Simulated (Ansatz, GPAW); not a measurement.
# Ballistic transport through a Pb chain with one O atom in line, from relaxation to T(E), part 2 of 4

Aim: the conductance of a Pb chain with one O atom in line after relaxation, and whether geometry, basis or functional moves it most.

GPAW 26.7.0 and Ansatz 0.2.0; Ansatz plane waves; relaxation of the junction with the lead ends held (the session's first sound run).

So far. Step 2 (Relaxing the atoms): The relaxation lowered the energy of the cell by 1.15 eV.

## (3) Plane-wave reference (PBE)

Plane waves give the reference curve, free of the bias of atom-centred orbitals.

This step: Ansatz plane waves; Landauer transmission by layers, zero bias (Ansatz 0.2.0).

The input, input.yaml:

```yaml
crystal:
  lattice:
    - [9.0, 0.0, 0.0]
    - [0.0, 9.0, 0.0]
    - [0.0, 0.0, 35.8202]
  atoms:
    - { symbol: Pb, position: [0.5, 0.5, 0.0404799527] }
    - { symbol: Pb, position: [0.5, 0.5, 0.121439858] }
    - { symbol: Pb, position: [0.5, 0.5, 0.2023997633] }
    - { symbol: Pb, position: [0.5, 0.5, 0.2833596686] }
    - { symbol: Pb, position: [0.5285841988, 0.4153464869, 0.3615908836] }
    - { symbol: Pb, position: [0.4746441707, 0.5929285915, 0.4385936814] }
    - { symbol: O, position: [0.5148492235, 0.4796731661, 0.4901581049] }
    - { symbol: Pb, position: [0.5559293979, 0.392805083, 0.544002424] }
    - { symbol: Pb, position: [0.5252222502, 0.4562907391, 0.6360545669] }
    - { symbol: Pb, position: [0.5, 0.5, 0.7166403314] }
    - { symbol: Pb, position: [0.5, 0.5, 0.7976002367] }
    - { symbol: Pb, position: [0.5, 0.5, 0.878560142] }
    - { symbol: Pb, position: [0.5, 0.5, 0.9595200473] }
kpoints:
  mp_grid: { grid: [1, 1, 2] }
hamiltonian:
  xc: pbe
scf:
  occupations: { method: fermi_dirac, width: 0.1 }
output:
  transmission:
    leads: [[0, 1]]
    e_range: [-2, 2]
    de: 0.025
    kmesh: [1, 1]
    reduced_basis: true
  write_potential: true
  write_density: true
  volumetric_format: npy
  elf: true
```

Started as:

```bash
$ ansatz run input.yaml --threads 4 --pin off --max-ram 8192MiB --backend cpu --events-out ev --progress --plain --runs-dir out
```

Numbers of over 12 decimals in the logs are rounded to 6 here.

The log of the run:

```text
[...]
Crystal: 13 atoms, lattice volume = 2901.436 Å³
Basis set: ecut = 420 eV, 56707 PW (Γ)
Bands: 105, of which v1, the nominal top of the filled ones, is band 87 counted from 1 (86 counted from 0)
Symmetry: 1 space group operations
[...]
k-points: 2
[...]
SCF iter   1: F=—  HF=-143428.892451 eV  |F-HF|=—  |Δ(HF+E_count)|=         —  Δρ=2.33e-3  dr2=4.72e0  ethr=1.77e-3  ⟨swp⟩=7.0  Hψ=951  notcnv=0
[...]
SCF iter   9: F=-143428.709517 eV  HF=-143428.709517 eV  |F-HF|=6.55e-9  |Δ(HF+E_count)|=   6.86e-8  Δρ=6.67e-7  dr2=2.70e-8  ethr=5.75e-11  ⟨swp⟩=7.0  Hψ=808  notcnv=0
SCF 1 converged in 9 iterations: F = -143428.709517 eV  dr2 = 2.70e-8
[...]
transmission: 45 of 270 steps passed
transmission: 90 of 270 steps passed
[...]
transmission: 270 of 270 steps passed
WARN: The output density's exchange-correlation potential varies sharply where the density is thin. Do not read a vacuum level from v_tot or v_xc, or from such a field of the output density. On a cell that repeats whose density bears no net charge and no dipole along the vacuum's axis use v_es (v_loc + v_h of the components); under efield.dipole_correction with no amplitude use v_es + v_field, which holds any externa [...]
SCF converged after 9 iterations
Free energy (F): -143428.709517 eV
[...]
Internal energy: -143428.207993 eV  (E = F + TS)
E sigma→0 (E₀):  -143428.458755 eV
Entropy (-TS):   -0.501524 eV (-38.579 meV/atom)
Fermi energy:    -2.100484 eV
[...]
--- Band table (eV) ---
  k-point 0: bands = [... 83 lower, -2.4495, -2.3741, -2.2899, -2.2220, -1.9350, -1.9150, -1.7742, -1.6752, ... 14 higher]
  k-point 1: bands = [... 83 lower, -2.4923, -2.4398, -2.3005, -2.2017, -2.0558, -1.9093, -1.7734, -1.5900, ... 14 higher]
--- Transmission ---
  basis      : 717 plane waves across, 45 finite elements along
  points     : 1, standing for a mesh of 1 x 1
  filling    : by the input's occupations and mesh, since the crystals that have channels conduct as metals do. If one of these is a semiconductor, that mesh has misplaced its level
  energies   : 161 from -2.000000 to 2.000000 eV about the Fermi level, 0.025000 eV apart; the leads are filled to 0.000000 eV, and channels, transmission and decay are at 0.000000 eV
  crystal 0  : Pb1, at the sites [0, 1], period 2.9000 Å, over 23.20 Å; its Hamiltonian steps by up to 21.9 meV
    offset         : up to 0.0000 Å between an atom of the period and one for which it stands
    filled         : 2.0 meV over the level at which it is neutral
    channels       : 3.000000e0 a spin
    conductance    : 2.8697e14 S/m² at 300 K; may be off by some 0.0 % by where its bands' edges are placed, 0.0 % from the distance to neutral
  junction   : crystal 0 to crystal 0, -0.00 to 32.92 Å
    transmission   : 7.425212e-1 a spin
    error estimate : 2.765997e-4 a spin from the reduction of the transverse basis, at the most 8.640711e-4 at -0.275000 eV
    conductance    : 7.0826e13 S/m² at 300 K (7.0827e13 on every other energy)
    error estimate : 0.0 % from the energy spacing and 0.0 % from band edges of the leads and from resonances (wavevectors taken as independent; lower de), 0.1 % from the reduction of the transverse basis, 3.9 % from the steps of its leads' Hamiltonians or their offsets (lay more layers), 0.2 % from the distance to neutral
    resistance     : 1.0634e-2 Ω µm² beyond half of each lead's own
```

Elapsed: 54 s, on 4 threads of Intel Xeon Platinum 8559C (Emerald Rapids), shared host; peak memory 3.6 GiB.

The column dr2 measures how far the density is from self-consistency, as an energy; F and HF (Harris–Foulkes) agree once it is small.

This step gave:

| Item | Value |
| --- | --- |
| free energy | -143428.7095 eV |
| lead level | 0 eV from the Fermi level |
| transmission at the Fermi level (one spin) | 0.7425 |
| open channels of the lead at the Fermi level (one spin) | 3 |
| step of the potential along the lead | 21.9 meV |
| offset of the lead | 0 Å |
| filling of the lead less its bulk value, in size | 2 meV |
| conductance | 0.7404 G₀ |

One spin. The transmission, zone mean by energy, zero at the Fermi level:

energy (eV), transmission, zone mean and a bar:
```
   -2.000       0.02 
   -1.900       0.02 
   -1.800       0.03 
   -1.700       0.03 
   -1.600       0.03 
   -1.500       0.03 
   -1.400       0.04 
   -1.300       0.04 #
   -1.200       0.05 #
   -1.100       0.06 #
   -1.000       0.07 #
   -0.900       0.10 ##
   -0.800       0.18 ####
   -0.700       0.57 ###############
   -0.600       0.38 #########
   -0.500       0.37 #########
   -0.400       0.40 ##########
   -0.300       0.47 ############
   -0.200       0.57 ###############
   -0.100       0.67 #################
    0.000       0.74 ###################
    0.100       0.80 #####################
    0.200       0.85 ######################
    0.300       0.91 ########################
    0.400       0.99 ##########################
    0.500       1.06 ############################
    0.600       1.12 #############################
    0.700       1.15 ##############################
    0.725       1.15 ##############################
    0.800       1.13 ##############################
    0.900       1.07 ############################
    1.000       0.98 ##########################
    1.100       0.89 #######################
    1.200       0.83 #####################
    1.300       0.42 ###########
    1.400       0.72 ###################
    1.500       0.72 ##################
    1.600       0.72 ###################
    1.700       0.73 ###################
    1.800       0.75 ###################
    1.900       0.77 ####################
    2.000       0.80 #####################
```

One spin. The open channels, zone mean by energy, zero at the Fermi level:

energy (eV), open channels, zone mean and a bar from the least value:
```
   -2.000       1.00 
   -1.900       1.00 
   -1.800       1.00 
   -1.700       1.00 
   -1.600       1.00 
   -1.500       1.00 
   -1.400       1.00 
   -1.300       1.00 
   -1.200       1.00 
   -1.100       1.00 
   -1.000       1.00 
   -0.900       1.00 
   -0.800       1.00 
   -0.700       3.00 ##############################
   -0.600       3.00 ##############################
   -0.500       3.00 ##############################
   -0.400       3.00 ##############################
   -0.300       3.00 ##############################
   -0.200       3.00 ##############################
   -0.100       3.00 ##############################
    0.000       3.00 ##############################
    0.100       3.00 ##############################
    0.200       3.00 ##############################
    0.300       3.00 ##############################
    0.400       3.00 ##############################
    0.500       3.00 ##############################
    0.600       3.00 ##############################
    0.700       3.00 ##############################
    0.800       3.00 ##############################
    0.900       3.00 ##############################
    1.000       3.00 ##############################
    1.100       3.00 ##############################
    1.200       3.00 ##############################
    1.300       3.00 ##############################
    1.400       3.00 ##############################
    1.500       3.00 ##############################
    1.600       3.00 ##############################
    1.700       3.00 ##############################
    1.800       3.00 ##############################
    1.900       3.00 ##############################
    2.000       3.00 ##############################
```

Crystal 0, spin -, k parallel (0, 0); distinct values, listed up to 1.5 1/Å. The Im kz of the slowest decaying states by energy, zero at the Fermi level:

| energy (eV) | decay 1 (Å⁻¹) | decay 2 (Å⁻¹) | decay 3 (Å⁻¹) | decay 4 (Å⁻¹) |
| --- | --- | --- | --- | --- |
| -2.000 | 0.513 | 0.513 | 1.16 | 1.29 |
| -1.800 | 0.474 | 0.474 | 1.13 | 1.27 |
| -1.600 | 0.430 | 0.431 | 1.11 | 1.25 |
| -1.400 | 0.381 | 0.381 | 1.08 | 1.22 |
| -1.200 | 0.323 | 0.323 | 1.06 | 1.20 |
| -1.000 | 0.250 | 0.251 | 1.03 | 1.18 |
| -0.800 | 0.142 | 0.143 | 1.01 | 1.16 |
| -0.600 | 0.980 | 1.13 | 1.19 | 1.19 |
| -0.400 | 0.952 | 1.11 | 1.18 | 1.18 |
| -0.200 | 0.923 | 1.08 | 1.16 | 1.16 |
| 0.000 | 0.893 | 1.06 | 1.14 | 1.14 |
| 0.200 | 0.862 | 1.03 | 1.12 | 1.12 |
| 0.400 | 0.830 | 1.01 | 1.10 | 1.10 |
| 0.600 | 0.797 | 0.980 | 1.07 | 1.07 |
| 0.800 | 0.762 | 0.953 | 1.05 | 1.05 |
| 1.000 | 0.726 | 0.924 | 1.03 | 1.03 |
| 1.200 | 0.688 | 0.895 | 1.01 | 1.01 |
| 1.400 | 0.647 | 0.864 | 0.984 | 0.984 |
| 1.600 | 0.604 | 0.833 | 0.960 | 0.960 |
| 1.800 | 0.558 | 0.800 | 0.935 | 0.935 |
| 2.000 | 0.507 | 0.766 | 0.910 | 0.910 |

Crystal 0, spin -, k parallel (0, 0). The Re kz of states that move upwards by energy, zero at the Fermi level:

| energy (eV) | channel 1 (Å⁻¹) | channel 2 (Å⁻¹) | channel 3 (Å⁻¹) |
| --- | --- | --- | --- |
| -2.000 | -0.987 | - | - |
| -1.900 | -0.973 | - | - |
| -1.800 | -0.960 | - | - |
| -1.700 | -0.948 | - | - |
| -1.600 | -0.937 | - | - |
| -1.500 | -0.926 | - | - |
| -1.400 | -0.916 | - | - |
| -1.300 | -0.906 | - | - |
| -1.200 | -0.896 | - | - |
| -1.100 | -0.886 | - | - |
| -1.000 | -0.877 | - | - |
| -0.900 | -0.868 | - | - |
| -0.800 | -0.858 | - | - |
| -0.700 | -0.850 | 0.0315 | 0.0346 |
| -0.600 | -0.841 | 0.150 | 0.151 |
| -0.500 | -0.832 | 0.211 | 0.211 |
| -0.400 | -0.824 | 0.258 | 0.258 |
| -0.300 | -0.815 | 0.298 | 0.298 |
| -0.200 | -0.807 | 0.334 | 0.334 |
| -0.100 | -0.799 | 0.366 | 0.366 |
| 0.000 | -0.791 | 0.396 | 0.396 |
| 0.100 | -0.782 | 0.424 | 0.424 |
| 0.200 | -0.774 | 0.451 | 0.451 |
| 0.300 | -0.767 | 0.476 | 0.477 |
| 0.400 | -0.759 | 0.501 | 0.501 |
| 0.500 | -0.751 | 0.524 | 0.524 |
| 0.600 | -0.743 | 0.547 | 0.547 |
| 0.700 | -0.735 | 0.569 | 0.569 |
| 0.800 | -0.728 | 0.590 | 0.591 |
| 0.900 | -0.720 | 0.611 | 0.612 |
| 1.000 | -0.713 | 0.632 | 0.632 |
| 1.100 | -0.705 | 0.652 | 0.652 |
| 1.200 | -0.698 | 0.672 | 0.672 |
| 1.300 | -0.690 | 0.692 | 0.692 |
| 1.400 | -0.683 | 0.711 | 0.711 |
| 1.500 | -0.676 | 0.730 | 0.731 |
| 1.600 | -0.668 | 0.750 | 0.750 |
| 1.700 | -0.661 | 0.769 | 0.769 |
| 1.800 | -0.654 | 0.788 | 0.788 |
| 1.900 | -0.647 | 0.807 | 0.807 |
| 2.000 | -0.639 | 0.826 | 0.827 |

The electrostatic potential energy of an electron (with the applied field's), less the Fermi level, planar mean oscillates, so the rows of the table below give means over windows of 2.84 Å about each position, cut where the curve ends. Its maxima inside the range that stand out by 2 % of the span (Å: eV): 2.8: 3.86, 5.8: 3.85, 8.7: 3.80, 11.5: 3.73, 14.3: 3.28, 16.9: 3.25, 18.2: 3.27, 21.2: 3.52, 24.3: 3.80, 27.2: 3.83, 30.0: 3.85, 33.0: 3.87. Its minima: 1.5: 2.04, 4.3: 2.06, 7.3: 2.01, 10.1: 1.98, 13.0: 1.78, 15.7: 1.45, 17.6: 2.90, 19.4: 1.35, 22.7: 1.82, 25.7: 2.02, 28.5: 2.02, 31.5: 2.05, 34.3: 2.04.

Table of electrostatic potential energy of an electron (with the applied field's), less the Fermi level, planar mean by z; means over each step:

| z (Å) | electrostatic potential energy of an electron (with the applied field's), less the Fermi level, planar mean (eV) |
| --- | --- |
| 1.42 | 2.91 |
| 4.26 | 2.92 |
| 7.10 | 2.88 |
| 9.94 | 2.85 |
| 12.78 | 2.66 |
| 15.62 | 2.35 |
| 18.46 | 2.43 |
| 21.30 | 2.78 |
| 24.14 | 2.86 |
| 26.98 | 2.93 |
| 29.82 | 2.94 |
| 32.66 | 2.96 |
| 35.50 | 2.69 |

The valence density, planar mean oscillates, so the rows of the table below give means over windows of 2.84 Å about each position, cut where the curve ends. Its maxima inside the range that stand out by 2 % of the span (Å: e/Å³): 1.5: 0.140, 4.3: 0.141, 7.3: 0.139, 10.1: 0.141, 13.0: 0.141, 15.7: 0.139, 17.6: 0.0868, 19.6: 0.138, 22.8: 0.140, 25.7: 0.141, 28.5: 0.139, 31.5: 0.141, 34.3: 0.140. Its minima: 2.8: 0.0146, 5.8: 0.0143, 8.7: 0.0146, 11.5: 0.0169, 14.3: 0.0158, 16.7: 0.0269, 18.4: 0.0237, 21.0: 0.00890, 24.2: 0.0154, 27.2: 0.0146, 30.0: 0.0143, 33.0: 0.0146.

The valence density, planar mean by z; means over each step:

| z (Å) | valence density, planar mean (e/Å³) |
| --- | --- |
| 1.42 | 0.0606 |
| 4.26 | 0.0606 |
| 7.10 | 0.0605 |
| 9.94 | 0.0608 |
| 12.78 | 0.0614 |
| 15.62 | 0.0621 |
| 18.46 | 0.0723 |
| 21.30 | 0.0409 |
| 24.14 | 0.0589 |
| 26.98 | 0.0581 |
| 29.82 | 0.0583 |
| 32.66 | 0.0585 |
| 35.50 | 0.0762 |

Valence density in the cb plane at fractional x = 0.515, with atoms of Pb and O within 0.2 Å of it. It is the smooth field of the valence electrons, not physical close to the nuclei.

Ten steps, logarithmic in the rise over the least value, from '0' (0.0 e/Å³) to '9' (8.5 e/Å³), each cell a mean:
```
00000000000000000000000000000000000000000000
00000000000000000000000000000000000000000000
00000000000000000000000000000000000000000000
00000000000000000000000000000000000000000000
00000000000000000000000000000000000000000000
00000000000000000011110000000000000000000000
00000000000000000123321100000000000000000000
00111110000000001345543100000000000000000000
11223321100000012468864211000000000000111111
22356542111111112478975333210000000012232211
23578864222232222468864466531111111123565422
34689974334565422345644688743333211235788633
33689864335887532223334699744666422246899743
23467653347998642111113577645787532236898643
12234432246898632100001344346898632234677532
11112211235676421000000112235787531123444321
00000001123443210000000000123455321011222110
00000000011222100000000000012232210000000000
00000000000000000000000000000111000000000000
00000000000000000000000000000000000000000000
00000000000000000000000000000000000000000000
00000000000000000000000000000000000000000000
00000000000000000000000000000000000000000000
00000000000000000000000000000000000000000000
```
Columns run along c (16.0 Å, from fractional 0.24 to 0.69 of the cell), rows up along b (9.0 Å). Atoms in or near the plane, at fractional coordinates: Pb at (0.28, 0.50), Pb at (0.36, 0.42), O at (0.49, 0.48), Pb at (0.64, 0.46).

ELF in the cb plane at fractional x = 0.515, with atoms of Pb and O within 0.2 Å of it. It is the smooth field of the valence electrons, not physical close to the nuclei.

Ten even steps from '0' (0.00) to '9' (0.81), each cell a mean:
```
00000000000000000000000000000000000000000000
00000000000000000000111000000000000000000000
00000000000000000012333210000000000000000000
00000000000000000134555320000000000000000001
11111111110000001356666420000000000000001112
11222222221000002566676520000000000111111223
22334444332100014555556420000000011222222334
23445555443211124555555310000000112333333344
34455555543322124542244222321001123444444445
34454555543333334531033257642112234555444444
44431244543344444442232599962233334555544444
44410034444444444444433887972344444555312444
44420134444213445433325976952444443454100344
44443444443001455432116999833213443454101344
44444444444101455421014798524202443345434444
44444444555434555310002454234323553245554444
34443334555555554210000121134555552134555554
23332234555555543100000000145555541113444444
12222223455555432100000000145665531012333333
11111122334443221000000000134554310001222222
00000011222222110000000000123332100000111111
00000000111110000000000000011211000000000000
00000000000000000000000000000000000000000000
00000000000000000000000000000000000000000000
```
Columns run along c (16.0 Å, from fractional 0.24 to 0.69 of the cell), rows up along b (9.0 Å). Atoms in or near the plane, at fractional coordinates: Pb at (0.28, 0.50), Pb at (0.36, 0.42), O at (0.49, 0.48), Pb at (0.64, 0.46).

Electrostatic potential energy in the cb plane at fractional x = 0.515, with atoms of Pb and O within 0.2 Å of it. With pseudopotentials it is smooth inside the atoms' cores, unlike the true potential.

Ten even steps from '0' (-44 eV) to '9' (2 eV), each cell a mean:
```
99999999999999999999999999999999999999999999
99999999999999999999999999999999999999999999
99999999999999999999999999999999999999999999
99999999999999999999999999999999999999999999
99999999999999999999999999999999999999999999
99999999999999999999999999999999999999999999
99999999999999999887788999999999999999999999
99999999999999999742247999999999999999999999
99887889999999998500005899999999999999999999
98732268999999998401104899999999999998878899
87300016898878898500005765899888999987323688
87113205886323688742247500388767899973000278
87202106872000379887788400275202589861131058
88510037860131169999999732572000278871021068
99865678860120179999999999871010178984000379
99998899984000489999999999973000389998656799
99999999998656899999999999987424789999888999
99999999999888999999999999998878899999999999
99999999999999999999999999999999999999999999
99999999999999999999999999999999999999999999
99999999999999999999999999999999999999999999
99999999999999999999999999999999999999999999
99999999999999999999999999999999999999999999
99999999999999999999999999999999999999999999
```
Columns run along c (16.0 Å, from fractional 0.24 to 0.69 of the cell; values clipped at the 3rd and 97th percentile), rows up along b (9.0 Å). Atoms in or near the plane, at fractional coordinates: Pb at (0.28, 0.50), Pb at (0.36, 0.42), O at (0.49, 0.48), Pb at (0.64, 0.46).

T at the Fermi level is 0.743 of 3 open channels a spin, without spin-orbit coupling, which is large for these atoms.

(Part 2 of 4 ends here.)

[Logs are printed without paths, hosts, clocks, repeated set-up lines and the standing remarks that a program may print on its own settings, such as how far it seeks lower states.]

[Hosts, paths, dates, database ids (printed as entryN), source tags and the programs' standing remarks are cut or masked in the printed files.]
